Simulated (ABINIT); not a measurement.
Crystal: Bi.

```
Bi
1.0
     2.26750    1.30914    3.93800
    -2.26750    1.30914    3.93800
     0.00000   -2.61828    3.93800
Bi
2
Direct
  0.76600 0.76600 0.76600
  0.23400 0.23400 0.23400
```

Base run:

- Program: ABINIT 10.8.3 (patched build)
- Functional: PBE
- Potentials or basis: SG15 NC PBE v1.2
- Cutoff: 490 eV
- k mesh: 6 × 6 × 6
- Occupations: fixed
- Spin: no spin polarisation

Its results: band gap on the k mesh none (metal or under the smearing width); pressure 1.9 GPa; largest force 0.125 eV/Å.

Q: The run is repeated on the same cell with these changes: functional from PBE to HSE06. What comes out?

A: Band gap on the k mesh 0.10 eV, indirect (least direct gap 0.24 eV); pressure -0.8 GPa; largest force 0.383 eV/Å.

HSE06 gives the wider gap, since exact exchange removes part of the self-interaction.

Caveats: spin-orbit coupling is left out, which moves the levels of the heavy elements (some runs); Libxc's HSE differs a little from that of other programs (some runs); the potentials were made for another functional, which shifts forces and pressure (some runs); spin-orbit coupling is left out, which as a rule narrows the gap of such compounds by several tenths of an eV (some runs).

A k mesh can miss the band edges.
